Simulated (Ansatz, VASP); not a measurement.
## Two plane-wave programs on C

INCAR

```
ALGO = Normal ; EDIFF = 1E-6
ENCUT = 520 ; GGA = PE
ISIF = 2 ; ISMEAR = 0
IVDW = 12 ; LASPH = True
LCHARG = False ; LREAL = False
LWAVE = False ; NBANDS = 11
NELM = 100 ; PREC = Accurate
SIGMA = 0.1
```

KPOINTS

```
k-points
0
Gamma
  21 21 12
```

File POSCAR:

```
C
1.0
    2.4647271866      0.0000000000      0.0000000000
   -1.2323635933      2.1345163570      0.0000000000
    0.0000000000      0.0000000000      3.5745053369
C
2
Direct
    0.3333333333      0.6666666667      0.0000000000
    0.6666666667      0.3333333333      0.0000000000
```

Input for Ansatz:

```yaml
crystal:
  lattice:
    - [2.4647271866, 0.0, 0.0]
    - [-1.2323635933, 2.134516357, 0.0]
    - [0.0, 0.0, 3.5745053369]
  atoms:
    - { symbol: C, position: [0.3333333333, 0.6666666667, 0.0] }
    - { symbol: C, position: [0.6666666667, 0.3333333333, 0.0] }
basis:
  ecutwfc: 420
kpoints:
  mp_grid: { grid: [21, 21, 12] }
hamiltonian:
  xc: pbe
  dispersion: d3bj
scf:
  occupations: { method: gaussian, width: 0.1 }
output:
  forces: true
  stress: true
  eigenvalues: true
```

Alike in both runs: task single point; functional PBE; dispersion D3(BJ); k mesh 21 × 21 × 12; occupations gaussian, width 0.1 eV; no spin polarisation.

```csv
,VASP,Ansatz
version,VASP 6.6.1,Ansatz 0.2.0
potentials or method,"VASP PAW PBE potentials, release 64 (C)","scalar-relativistic, plane waves, PAW"
plane-wave cutoff (eV),520,420
valence electrons in the cell,8,8
```

|  | VASP | Ansatz | Ansatz less VASP |
| --- | --- | --- | --- |
| gap on the k mesh at the Fermi level (eV) | none | none | - |
| pressure (GPa) | 0.4 | 0.0 | -0.41 |
| largest component of the traceless stress (GPa) | 0.50 | 0.00 | -0.501 |

A gap of «none» marks a metal or a gap that the smearing closes.
